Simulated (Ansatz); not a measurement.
PbS:

```
CELL_PARAMETERS angstrom
4.08970 0.00000 0.00000
-2.04485 3.54178 0.00000
0.00000 0.00000 3.78817
ATOMIC_POSITIONS crystal
Pb 0.00000 0.00000 0.00000
S 0.66667 0.33333 0.50000
```

Measurements of this composition are mostly on another form, of space group No. 225.

```yaml
Program: Ansatz 0.2.0
Task: relaxation of cell and atoms
Functional: revPBE
Dispersion: D4
Potentials_or_basis: Ansatz PAW
Cutoff: "420 eV (not typed: the program's choice for these potentials)"
k_mesh: 8 × 8 × 7
Occupations: fermi-dirac, width 0.05 eV
Spin: no spin polarisation
```

At the start: volume 27.44 Å³/atom.

How do energy, volume and symmetry change on relaxing?

It ends after 5 steps and the volume is 26.31 Å³/atom (-4.1 %); space group P-6m2 (No. 187, to 0.05 Å).

The path:
| step | energy change (eV) | largest force (eV/Å) | volume (Å³) |
| --- | --- | --- | --- |
| 1 | 0.0000 | 0.0000 | 54.87 |
| 2 | -0.0128 | 0.0000 | 52.20 |
| 3 | -0.0134 | 0.0000 | 52.65 |
| 4 | -0.0134 | 0.0000 | 52.63 |
| 5 | -0.0132 | 0.0000 | 52.63 |

Final structure:
```cif
data_structure
_symmetry_space_group_name_H-M 'P 1'
_symmetry_Int_Tables_number 1
_cell_length_a 4.0092
_cell_length_b 4.0092
_cell_length_c 3.7806
_cell_angle_alpha 90.000
_cell_angle_beta 90.000
_cell_angle_gamma 120.000
_cell_volume 52.63
loop_
_atom_site_label
_atom_site_type_symbol
_atom_site_fract_x
_atom_site_fract_y
_atom_site_fract_z
_atom_site_occupancy
Pb1 Pb 0.00000 0.00000 0.00000 1
S1 S 0.66667 0.33333 0.50000 1
```

Caveat: the plane-wave basis is chosen anew once the cell has moved, so the energies of steps on either side of that aren't comparable; the PAW data sets come from PBE, with cores solved anew for the run's functional, which leaves a small shift of forces and pressure.
